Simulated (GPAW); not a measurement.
# SnTe (Fm-3m) in GPAW: further runs

The runs below take SnTe through band structure, with PBE.

Program: GPAW 26.7.0. These are calculated values, not measurements. Logs are shortened: lines on timing, memory, paths and dates and some standing lists are left out, and cuts for length are marked. The log counts tension as positive stress, the text compression.

**The experiment to reproduce.**

A printed reference work, textbook reports, for a bulk crystal of SnTe at 300 K: band gap 0.18 eV (direct).

The runs below are set against these values where they give the same quantity.

## Step 1: The structure

The structure is cubic, space group Fm-3m (No. 225). The conventional cell has a = 6.302 Å, b = 6.302 Å, c = 6.302 Å, α = 90.00°, β = 90.00°, γ = 90.00°. Around Te (site symmetry m-3m) lie 6 Sn at 3.15 Å. Sn (site symmetry m-3m) is surrounded by 6 Te at 3.15 Å.

## Step 2: Band structure, PBE

The input, run.py:

```python
from ase.dft.bandgap import bandgap
from ase.io import read, write
from ase.units import Bohr, GPa
from gpaw import GPAW, PW
from gpaw.elf import elf_from_dft_calculation

atoms = read('POSCAR')

calc = GPAW(mode=PW(600),
            xc='PBE',
            kpts={'size': (7, 7, 7), 'gamma': True},
            occupations={'name': 'fermi-dirac', 'width': 0.05},
            nbands=19,
            convergence={'density': 1e-05, 'energy': 1e-05},
            maxiter=150,
            txt='gpaw.txt')
atoms.calc = calc
energy = atoms.get_potential_energy()
forces = atoms.get_forces()
stress = atoms.get_stress()
calc.write('gs.gpw')
write('result.traj', atoms)
print(f'Energy: {energy:.6f} eV')
print('Forces (eV/A):')
print(forces.round(4))
print('Stress (GPa):', (stress / GPa).round(3))
print('Fermi level:', round(calc.get_fermi_level(), 4), 'eV')
print(f'Gap: {bandgap(calc)[0]:.4f} eV, direct: {bandgap(calc, direct=True)[0]:.4f} eV')

# fields on the real-space grid
write('density.cube', atoms, data=calc.get_pseudo_density() * Bohr**3)
write('potential.cube', atoms, data=calc.get_electrostatic_potential())
write('elf.cube', atoms, data=elf_from_dft_calculation(calc).data)

path = atoms.cell.bandpath('GXWKGLUWLK,UX', npoints=100, eps=1e-4)
bs_calc = calc.fixed_density(kpts=path, symmetry='off', nbands=32,
                             convergence={'bands': 'CBM+6.0', 'eigenstates': 1e-6}, txt='bands.txt')
bs = bs_calc.band_structure()
bs.write('bs.json')
print(f'Gap on the path: {bandgap(bs_calc)[0]:.4f} eV')
```

The input, POSCAR:

```
SnTe
1.0
    0.0000000000      3.1508500000      3.1508500000
    3.1508500000      0.0000000000      3.1508500000
    3.1508500000      3.1508500000      0.0000000000
Te Sn
1 1
Direct
    0.5000000000      0.5000000000      0.5000000000
    0.0000000000      0.0000000000      0.0000000000
```

Potentials or basis: GPAW PAW data sets (gpaw-data 1.2.1), pw.

On the command line:

```
$ OMP_NUM_THREADS=1 python run.py
```

gpaw.txt:

```text
__  _  _
 | _ |_)|_||  |
 |__||  | ||/\| - 26.7.0

Input parameters:
  mode=PW(ecut=600.0),
  convergence={'density': 1e-05, 'energy': 1e-05},
  kpts=MonkhorstPack(size=(7, 7, 7), gamma=True),
  maxiter=150,
  nbands=19,
  occupations=Occupations(name='fermi-dirac', width=0.05),
  xc=XC(name='PBE')

Diagonalizing LCAO Hamiltonian
Converting LCAO to pw mode

                 Te

       Sn

Atoms  # Å, Bohr magnetons
|   | symbol |        x |        y |        z |    initial magnetic moments |
|---|--------|----------|----------|----------|-----------------------------|
| 0 |     Te | 3.150850 | 3.150850 | 3.150850 | ( 0.0000,  0.0000,  0.0000) |
| 1 |     Sn | 0.000000 | 0.000000 | 0.000000 | ( 0.0000,  0.0000,  0.0000) |

Unit cell  # Å
| periodic |        x |        y |        z |  lengths |    angles |
|----------|----------|----------|----------|----------|-----------|
|      yes | 0.000000 | 3.150850 | 3.150850 | 4.455975 | 60.000000 |
|      yes | 3.150850 | 0.000000 | 3.150850 | 4.455975 | 60.000000 |
|      yes | 3.150850 | 3.150850 | 0.000000 | 4.455975 | 60.000000 |

Number of symmetries: 48
Symmetry operations  # r_c * U_cc + t_c -> r_c
|    | kind |            matrix            |
|----|------|------------------------------|
|  0 |  σ   |  1, 0, 0,  1, 0,-1,  1,-1, 0 |
|  1 |  C2  |  1, 0, 0,  1,-1, 0,  1, 0,-1 |
|  2 |  E   |  1, 0, 0,  0, 1, 0,  0, 0, 1 |
|  3 |  σ   |  1, 0, 0,  0, 0, 1,  0, 1, 0 |
|  4 |  C4  |  1, 0,-1,  1, 0, 0,  1,-1, 0 |
|  5 |  S6  |  1, 0,-1,  1,-1, 0,  1, 0, 0 |
|  6 |  σ   |  1, 0,-1,  0, 1,-1,  0, 0,-1 |
|  7 |  C3  |  1, 0,-1,  0, 0,-1,  0, 1,-1 |
|  8 |  S6  |  1,-1, 0,  1, 0, 0,  1, 0,-1 |
|  9 |  C4  |  1,-1, 0,  1, 0,-1,  1, 0, 0 |
| 10 |  C3  |  1,-1, 0,  0,-1, 1,  0,-1, 0 |
| 11 |  σ   |  1,-1, 0,  0,-1, 0,  0,-1, 1 |
| 12 |  σ   |  0, 1, 0,  1, 0, 0,  0, 0, 1 |
| 13 |  C4  |  0, 1, 0,  0, 1,-1, -1, 1, 0 |
| 14 |  C3  |  0, 1, 0,  0, 0, 1,  1, 0, 0 |
| 15 |  S6  |  0, 1, 0, -1, 1, 0,  0, 1,-1 |
| 16 |  C2  |  0, 1,-1,  1, 0,-1,  0, 0,-1 |
| 17 |  σ   |  0, 1,-1,  0, 1, 0, -1, 1, 0 |
| 18 |  S4  |  0, 1,-1,  0, 0,-1,  1, 0,-1 |
| 19 |  C4  |  0, 1,-1, -1, 1, 0,  0, 1, 0 |
| 20 |  C3  |  0, 0, 1,  1, 0, 0,  0, 1, 0 |
| 21 |  σ   |  0, 0, 1,  0, 1, 0,  1, 0, 0 |
| 22 |  S6  |  0, 0, 1,  0,-1, 1, -1, 0, 1 |
| 23 |  C4  |  0, 0, 1, -1, 0, 1,  0,-1, 1 |
| 24 |  S4  |  0, 0,-1,  1, 0,-1,  0, 1,-1 |
| 25 |  C3  |  0, 0,-1,  0, 1,-1,  1, 0,-1 |
| 26 |  C2  |  0, 0,-1,  0,-1, 0, -1, 0, 0 |
| 27 |  S6  |  0, 0,-1, -1, 0, 0,  0,-1, 0 |
| 28 |  S4  |  0,-1, 1,  1,-1, 0,  0,-1, 0 |
| 29 |  C4  |  0,-1, 1,  0, 0, 1, -1, 0, 1 |
| 30 |  C2  |  0,-1, 1,  0,-1, 0,  1,-1, 0 |
| 31 |  σ   |  0,-1, 1, -1, 0, 1,  0, 0, 1 |
| 32 |  C3  |  0,-1, 0,  1,-1, 0,  0,-1, 1 |
| 33 |  S6  |  0,-1, 0,  0, 0,-1, -1, 0, 0 |
| 34 |  S4  |  0,-1, 0,  0,-1, 1,  1,-1, 0 |
| 35 |  C2  |  0,-1, 0, -1, 0, 0,  0, 0,-1 |
| 36 |  C2  | -1, 1, 0,  0, 1, 0,  0, 1,-1 |
| 37 |  S6  | -1, 1, 0,  0, 1,-1,  0, 1, 0 |
| 38 |  S4  | -1, 1, 0, -1, 0, 1, -1, 0, 0 |
| 39 |  C3  | -1, 1, 0, -1, 0, 0, -1, 0, 1 |
| 40 |  S6  | -1, 0, 1,  0, 0, 1,  0,-1, 1 |
| 41 |  C2  | -1, 0, 1,  0,-1, 1,  0, 0, 1 |
| 42 |  C3  | -1, 0, 1, -1, 1, 0, -1, 0, 0 |
| 43 |  S4  | -1, 0, 1, -1, 0, 0, -1, 1, 0 |
| 44 |  C2  | -1, 0, 0,  0, 0,-1,  0,-1, 0 |
| 45 |  i   | -1, 0, 0,  0,-1, 0,  0, 0,-1 |
| 46 |  σ   | -1, 0, 0, -1, 1, 0, -1, 0, 1 |
| 47 |  C2  | -1, 0, 0, -1, 0, 1, -1, 1, 0 |

BZ-sampling:
  Number of BZ points: 343
  Number of IBZ points: 20

  Monkhorst-Pack size: [7, 7, 7]
  Monkhorst-Pack shift: [0, 0, 0]

K-points  # in reciprocal-cell coordinates
|     |                                coordinates |     weight |
|-----|--------------------------------------------|------------|
|   0 | (  0.00000000,   0.00000000,   0.00000000) | 0.00291545 |
|   1 | (  0.14285714,   0.14285714,   0.00000000) | 0.01749271 |
|   2 | (  0.14285714,   0.14285714,   0.14285714) | 0.02332362 |
|   3 | (  0.28571429,   0.14285714,   0.14285714) | 0.03498542 |
|   4 | (  0.28571429,   0.28571429,   0.00000000) | 0.01749271 |
|   5 | (  0.28571429,   0.28571429,   0.14285714) | 0.06997085 |
|   6 | (  0.28571429,   0.28571429,   0.28571429) | 0.02332362 |
|   7 | (  0.42857143,  -0.28571429,  -0.28571429) | 0.03498542 |
|   8 | (  0.42857143,   0.28571429,  -0.42857143) | 0.13994169 |
|   9 | (  0.42857143,   0.28571429,  -0.28571429) | 0.06997085 |
| ... |                                            |            |
|  19 | (  0.42857143,   0.42857143,   0.42857143) | 0.02332362 |

Plane wave coefficients: 2106
Cutoff: 600.0 eV

Spin-components: 1 (collinear spins)
Bands:           19
Projectors:      11
Spin-degeneracy: 2
Datatype:        complex128

Parallelization:
  kpt:    1
  domain: 1
  band:   1

Density:
  Valence electrons: 20.0
  Components: 1
  Grid points: [27 27 27]
  Charge: 0.0  # |e|

Potential:
  Grid points: [27 27 27]

species:
  Te:
    name:    Tellurium
    Z:       52.0
    valence: 6
    core:    46
    charge:  0.0  # [|e|]
    compensation charges:
      type: gauss
      rc: 0.36  # [Å]
      lmax: 2
    cutoffs:
      filter: 2.09  # [Å]
      core: 3.17  # [Å]
    projectors
    | kind |    occ | energy [eV] | rcut [Å] |
    |------|--------|-------------|----------|
    |   5s |  2.000 |     -15.089 |    1.180 |
    |   5p |  4.000 |      -5.955 |    1.196 |
    |    s |        |      12.123 |    1.180 |
    |    p |        |      21.256 |    1.196 |
    |    d |        |       0.000 |    1.238 |

    Using partial waves for Te as LCAO basis

  Sn:
    name:    Tin
    Z:       50.0
    valence: 14
    core:    36
    charge:  0.0  # [|e|]
    compensation charges:
      type: gauss
      rc: 0.38  # [Å]
      lmax: 2
    cutoffs:
      filter: 2.23  # [Å]
      core: 2.35  # [Å]
    projectors
    | kind |    occ | energy [eV] | rcut [Å] |
    |------|--------|-------------|----------|
    |   5s |  2.000 |     -10.538 |    1.201 |
    |   5p |  2.000 |      -3.696 |    1.270 |
    |   4d | 10.000 |     -25.845 |    1.185 |
    |    s |        |      16.674 |    1.201 |
    |    p |        |      23.515 |    1.270 |
    |    d |        |       1.367 |    1.185 |

    Using partial waves for Sn as LCAO basis

Reference energy: -352801.376741  # eV

eigensolver:
  PPCG
  Converge bands: occupied
  niter=2

density mixing:
  MSR1-Mixer
  Pratt-step length: 0.05
  Maximum mixing coefficient: 0.75
  Old densities: 10
  SVD Regularization: 0.005
  Good broyden scale: 1.0
  Trust region scale: 1.0
  Backstep threshold: 4.0
  History deletion threshold: 6.0
  Fourier metric: weight=20.0, sigma=0.015

occupation numbers:
  Fermi-Dirac:
    width: 0.0500  # eV

poisson solver:
  ecut: 4800.0  # eV

xc functional:
  name: PBE with 2 nearest neighbor stencil

convergence criteria:
- Maximum integral of absolute [dens]ity change: 1e-05 electrons / valence electron
- Maximum [total energy] change in last 3 cyles: 1e-05 eV / valence electron
- Maximum integral of absolute [eigenst]ate change: 4e-08 eV^2 / valence electron
maximum number of iterations: 150

SCF iterations
|iter     | |      energy | eigst |  dens |
|---------|-|-------------|-------|-------|
|iter:   1| |   -7.849224 | -0.14 |       |
|iter:   2| |   -7.843568 | -2.30 | -1.48 |
|iter:   3| |   -7.815515 | -2.69 | -1.52 |
|iter:   4| |   -7.816952 | -3.98 | -2.10 |
|iter:   5| |   -7.817183 | -4.69 | -2.60 |
|iter:   6| |   -7.817192 | -6.12 | -3.29 |
|iter:   7| |   -7.817192c| -7.47c| -4.18 |
|iter:   8| |   -7.817192c| -7.58c| -4.74 |
|iter:   9| |   -7.817192c| -8.11c| -5.86c|

Converged in 9 steps
Energy contributions relative to reference atoms: (reference = -352801.376741)

Energy contributions:
  Kinetic:          14.543889
  Coulomb:         -14.628696
  Zero:              0.154292
  External:          0.000000
  Xc:               -7.886639
  Entropy:          -0.000076
  Spinorbit:         0.000000
  ----------------------------
  Free energy:      -7.817230
  Extrapolated:     -7.817192

dipole moment: (-21.376035, -21.376035, -21.376035)  # |e|*Ang

Fermi level: 6.535
Eigenvalues  # (at kpt = [0.000, 0.000, 0.000])
| band index |      eig [eV] | occ [0-2] |
|------------|---------------|-----------|
|          0 |       -15.426 |     2.000 |
|        ... |               |           |
|          2 |       -15.419 |     2.000 |
|          3 |       -15.419 |     2.000 |
|          4 |       -15.419 |     2.000 |
|          5 |        -6.331 |     2.000 |
|          6 |         1.803 |     2.000 |
|          7 |         4.304 |     2.000 |
[... 9 lines left out ...]
|         17 |        13.376 |     0.000 |
|         18 |        13.376 |     0.000 |

Gap: 0.662 eV
Transition (v -> c):
  (s=0, k=19, n=9, [0.43, 0.43, 0.43]) -> (s=0, k=19, n=10, [0.43, 0.43, 0.43])
No difference between direct/indirect transitions

Forces  # eV/Ang
|       x |        y |        z |
|---------|----------|----------|
| 0.00000 | -0.00000 | -0.00000 |  # Te   0
| 0.00000 | -0.00000 | -0.00000 |  # Sn   1

Stress tensor  # eV/Ang^3
|         x |         y |         z |
|-----------|-----------|-----------|
| -0.012159 |  0.000000 | -0.000000 |
|  0.000000 | -0.012159 | -0.000000 |
| -0.000000 | -0.000000 | -0.012159 |

# Writing to gs.gpw (mode='')
```

It took 98 s on 1 thread of Arm Neoverse V1, shared host; peak memory 0.34 GiB.

Results:

```
Free energy             : -7.8172 eV
Pressure                : 1.9 GPa
Band gap along the path : 0.10 eV, indirect (least direct gap 0.11 eV)
```

Levels at the corners of the path, in eV from the Fermi level:
```
point  band 8  band 9  band 10  band 11  band 12  band 13
    Γ   -2.23   -2.23    -2.23     3.27     3.27     3.27
    X   -5.66   -3.83    -3.83     2.11     4.84     4.84
    W   -4.91   -4.91    -0.90     0.77     4.56     4.56
    K   -5.26   -3.33    -2.79     2.94     3.01     4.13
    Γ   -2.23   -2.23    -2.23     3.27     3.27     3.27
    L   -1.89   -1.89    -0.06     0.04     0.29     0.29
    U   -5.26   -3.33    -2.79     2.94     3.01     4.13
    W   -4.91   -4.91    -0.90     0.77     4.56     4.56
    L   -1.89   -1.89    -0.06     0.04     0.29     0.29
    K   -5.26   -3.33    -2.79     2.94     3.01     4.13
    U   -5.26   -3.33    -2.79     2.94     3.01     4.13
    X   -5.66   -3.83    -3.83     2.11     4.84     4.84
```

Caveat: this odd mesh misses L, where the gap lies, so gap, dielectric constants and Born charges aren't listed; spin-orbit coupling is left out, which moves the levels of the heavy elements.

## Step 3: Band structure, PBE

Changes to run.py since step 2:

```diff
@@ -2,5 +2,4 @@
 from ase.io import read, write
-from ase.units import Bohr, GPa
+from ase.units import GPa
 from gpaw import GPAW, PW
-from gpaw.elf import elf_from_dft_calculation
 
@@ -12,3 +11,4 @@
             occupations={'name': 'fermi-dirac', 'width': 0.05},
-            nbands=19,
+            setups={'Te': '16'},
+            nbands=-9,
             convergence={'density': 1e-05, 'energy': 1e-05},
@@ -29,9 +29,4 @@
 
-# fields on the real-space grid
-write('density.cube', atoms, data=calc.get_pseudo_density() * Bohr**3)
-write('potential.cube', atoms, data=calc.get_electrostatic_potential())
-write('elf.cube', atoms, data=elf_from_dft_calculation(calc).data)
-
 path = atoms.cell.bandpath('GXWKGLUWLK,UX', npoints=100, eps=1e-4)
-bs_calc = calc.fixed_density(kpts=path, symmetry='off', nbands=32,
+bs_calc = calc.fixed_density(kpts=path, symmetry='off', nbands=-21,
                              convergence={'bands': 'CBM+6.0', 'eigenstates': 1e-6}, txt='bands.txt')
```

POSCAR is that of step 2.

Potentials or basis: GPAW PAW data sets (gpaw-data 1.2.1), other valence, pw.

On the command line:

```
$ OMP_NUM_THREADS=1 python run.py
```

gpaw.txt:

```text
__  _  _
 | _ |_)|_||  |
 |__||  | ||/\| - 26.7.0

Input parameters:
  mode=PW(ecut=600.0),
  convergence={'density': 1e-05, 'energy': 1e-05},
  kpts=MonkhorstPack(size=(7, 7, 7), gamma=True),
  maxiter=150,
  nbands=-9,
  occupations=Occupations(name='fermi-dirac', width=0.05),
  setups={'Te': '16'},
  xc=XC(name='PBE')

Diagonalizing LCAO Hamiltonian
Converting LCAO to pw mode

                 Te

       Sn

Atoms  # Å, Bohr magnetons
|   | symbol |        x |        y |        z |    initial magnetic moments |
|---|--------|----------|----------|----------|-----------------------------|
| 0 |     Te | 3.150850 | 3.150850 | 3.150850 | ( 0.0000,  0.0000,  0.0000) |
| 1 |     Sn | 0.000000 | 0.000000 | 0.000000 | ( 0.0000,  0.0000,  0.0000) |

Unit cell  # Å
| periodic |        x |        y |        z |  lengths |    angles |
|----------|----------|----------|----------|----------|-----------|
|      yes | 0.000000 | 3.150850 | 3.150850 | 4.455975 | 60.000000 |
|      yes | 3.150850 | 0.000000 | 3.150850 | 4.455975 | 60.000000 |
|      yes | 3.150850 | 3.150850 | 0.000000 | 4.455975 | 60.000000 |

Number of symmetries: 48
Symmetry operations  # r_c * U_cc + t_c -> r_c
|    | kind |            matrix            |
|----|------|------------------------------|
|  0 |  σ   |  1, 0, 0,  1, 0,-1,  1,-1, 0 |
|  1 |  C2  |  1, 0, 0,  1,-1, 0,  1, 0,-1 |
|  2 |  E   |  1, 0, 0,  0, 1, 0,  0, 0, 1 |
|  3 |  σ   |  1, 0, 0,  0, 0, 1,  0, 1, 0 |
|  4 |  C4  |  1, 0,-1,  1, 0, 0,  1,-1, 0 |
|  5 |  S6  |  1, 0,-1,  1,-1, 0,  1, 0, 0 |
|  6 |  σ   |  1, 0,-1,  0, 1,-1,  0, 0,-1 |
|  7 |  C3  |  1, 0,-1,  0, 0,-1,  0, 1,-1 |
|  8 |  S6  |  1,-1, 0,  1, 0, 0,  1, 0,-1 |
|  9 |  C4  |  1,-1, 0,  1, 0,-1,  1, 0, 0 |
| 10 |  C3  |  1,-1, 0,  0,-1, 1,  0,-1, 0 |
| 11 |  σ   |  1,-1, 0,  0,-1, 0,  0,-1, 1 |
| 12 |  σ   |  0, 1, 0,  1, 0, 0,  0, 0, 1 |
| 13 |  C4  |  0, 1, 0,  0, 1,-1, -1, 1, 0 |
| 14 |  C3  |  0, 1, 0,  0, 0, 1,  1, 0, 0 |
| 15 |  S6  |  0, 1, 0, -1, 1, 0,  0, 1,-1 |
| 16 |  C2  |  0, 1,-1,  1, 0,-1,  0, 0,-1 |
| 17 |  σ   |  0, 1,-1,  0, 1, 0, -1, 1, 0 |
| 18 |  S4  |  0, 1,-1,  0, 0,-1,  1, 0,-1 |
| 19 |  C4  |  0, 1,-1, -1, 1, 0,  0, 1, 0 |
| 20 |  C3  |  0, 0, 1,  1, 0, 0,  0, 1, 0 |
| 21 |  σ   |  0, 0, 1,  0, 1, 0,  1, 0, 0 |
| 22 |  S6  |  0, 0, 1,  0,-1, 1, -1, 0, 1 |
| 23 |  C4  |  0, 0, 1, -1, 0, 1,  0,-1, 1 |
| 24 |  S4  |  0, 0,-1,  1, 0,-1,  0, 1,-1 |
| 25 |  C3  |  0, 0,-1,  0, 1,-1,  1, 0,-1 |
| 26 |  C2  |  0, 0,-1,  0,-1, 0, -1, 0, 0 |
| 27 |  S6  |  0, 0,-1, -1, 0, 0,  0,-1, 0 |
| 28 |  S4  |  0,-1, 1,  1,-1, 0,  0,-1, 0 |
| 29 |  C4  |  0,-1, 1,  0, 0, 1, -1, 0, 1 |
| 30 |  C2  |  0,-1, 1,  0,-1, 0,  1,-1, 0 |
[... 108 lines left out ...]
    |   4d | 10.000 |     -25.845 |    1.185 |
    |    s |        |      16.674 |    1.201 |
    |    p |        |      23.515 |    1.270 |
    |    d |        |       1.367 |    1.185 |

    Using partial waves for Sn as LCAO basis

Reference energy: -352801.376744  # eV

eigensolver:
  PPCG
  Converge bands: occupied
  niter=2

density mixing:
  MSR1-Mixer
  Pratt-step length: 0.05
  Maximum mixing coefficient: 0.75
  Old densities: 10
  SVD Regularization: 0.005
  Good broyden scale: 1.0
  Trust region scale: 1.0
  Backstep threshold: 4.0
  History deletion threshold: 6.0
  Fourier metric: weight=20.0, sigma=0.015

occupation numbers:
  Fermi-Dirac:
    width: 0.0500  # eV

poisson solver:
  ecut: 4800.0  # eV

xc functional:
  name: PBE with 2 nearest neighbor stencil

convergence criteria:
- Maximum integral of absolute [dens]ity change: 1e-05 electrons / valence electron
- Maximum [total energy] change in last 3 cyles: 1e-05 eV / valence electron
- Maximum integral of absolute [eigenst]ate change: 4e-08 eV^2 / valence electron
maximum number of iterations: 150

SCF iterations
|iter     | |      energy | eigst |  dens |
|---------|-|-------------|-------|-------|
|iter:   1| |   -7.809231 | -0.34 |       |
|iter:   2| |   -7.802422 | -2.65 | -1.66 |
|iter:   3| |   -7.775080 | -2.87 | -1.69 |
|iter:   4| |   -7.776528 | -4.17 | -2.28 |
|iter:   5| |   -7.776745 | -4.80 | -2.83 |
|iter:   6| |   -7.776757c| -6.06 | -3.48 |
|iter:   7| |   -7.776758c| -7.30 | -4.25 |
|iter:   8| |   -7.776758c| -8.05c| -4.74 |
|iter:   9| |   -7.776758c| -8.59c| -5.79c|

Converged in 9 steps
Energy contributions relative to reference atoms: (reference = -352801.376744)

Energy contributions:
  Kinetic:          11.350744
  Coulomb:         -11.474483
  Zero:              0.023720
  External:          0.000000
  Xc:               -7.676688
  Entropy:          -0.000103
  Spinorbit:         0.000000
  ----------------------------
  Free energy:      -7.776810
  Extrapolated:     -7.776758

dipole moment: (-21.368912, -21.368912, -21.368912)  # |e|*Ang

Fermi level: 6.502
Eigenvalues  # (at kpt = [0.000, 0.000, 0.000])
| band index |      eig [eV] | occ [0-2] |
|------------|---------------|-----------|
|          0 |       -30.630 |     2.000 |
|        ... |               |           |
|          7 |       -15.427 |     2.000 |
|          8 |       -15.427 |     2.000 |
|          9 |       -15.427 |     2.000 |
|         10 |        -6.333 |     2.000 |
|         11 |         1.804 |     2.000 |
|         12 |         4.313 |     2.000 |
[... 9 lines left out ...]
|         22 |        13.054 |     0.000 |
|         23 |        13.410 |     0.000 |

Gap: 0.649 eV
Transition (v -> c):
  (s=0, k=19, n=14, [0.43, 0.43, 0.43]) -> (s=0, k=19, n=15, [0.43, 0.43, 0.43])
No difference between direct/indirect transitions

Forces  # eV/Ang
|        x |        y |        z |
|----------|----------|----------|
| -0.00000 |  0.00000 |  0.00000 |  # Te   0
|  0.00000 | -0.00000 | -0.00000 |  # Sn   1

Stress tensor  # eV/Ang^3
|         x |         y |         z |
|-----------|-----------|-----------|
| -0.004765 |  0.000000 |  0.000000 |
|  0.000000 | -0.004765 |  0.000000 |
|  0.000000 |  0.000000 | -0.004765 |

# Writing to gs.gpw (mode='')
```

Wall time 1.7 min (1 thread of Arm Neoverse V1, shared host); peak memory 0.37 GiB.

Results:

```yaml
Free_energy: -7.7768 eV
Pressure: 0.8 GPa
Band_gap_along_the_path: 0.10 eV, indirect (least direct gap 0.16 eV)
```

Levels at the corners of the path, in eV from the Fermi level:
| point | band 12 | band 13 | band 14 | band 15 | band 16 | band 17 | band 18 | band 19 |
| --- | --- | --- | --- | --- | --- | --- | --- | --- |
| Γ | -4.70 | -2.19 | -2.19 | -2.19 | 3.35 | 3.35 | 3.35 | 4.53 |
| X | -6.51 | -5.62 | -3.79 | -3.79 | 2.01 | 4.91 | 4.91 | 6.34 |
| W | -7.40 | -4.87 | -4.87 | -0.87 | 0.76 | 4.47 | 4.47 | 6.04 |
| K | -7.46 | -5.22 | -3.30 | -2.77 | 2.91 | 2.98 | 4.12 | 5.47 |
| Γ | -4.70 | -2.19 | -2.19 | -2.19 | 3.35 | 3.35 | 3.35 | 4.53 |
| L | -8.36 | -1.85 | -1.85 | -0.07 | 0.09 | 0.23 | 0.23 | 7.81 |
| U | -7.46 | -5.22 | -3.30 | -2.77 | 2.91 | 2.98 | 4.12 | 5.47 |
| W | -7.40 | -4.87 | -4.87 | -0.87 | 0.76 | 4.47 | 4.47 | 6.04 |
| L | -8.36 | -1.85 | -1.85 | -0.07 | 0.09 | 0.23 | 0.23 | 7.81 |
| K | -7.46 | -5.22 | -3.30 | -2.77 | 2.91 | 2.98 | 4.12 | 5.47 |
| U | -7.46 | -5.22 | -3.30 | -2.77 | 2.91 | 2.98 | 4.12 | 5.47 |
| X | -6.51 | -5.62 | -3.79 | -3.79 | 2.01 | 4.91 | 4.91 | 6.34 |

Caveat: this odd mesh misses L, where the gap lies, so gap, dielectric constants and Born charges aren't listed; spin-orbit coupling is left out, which moves the levels of the heavy elements.

[end of part 1 of 2]
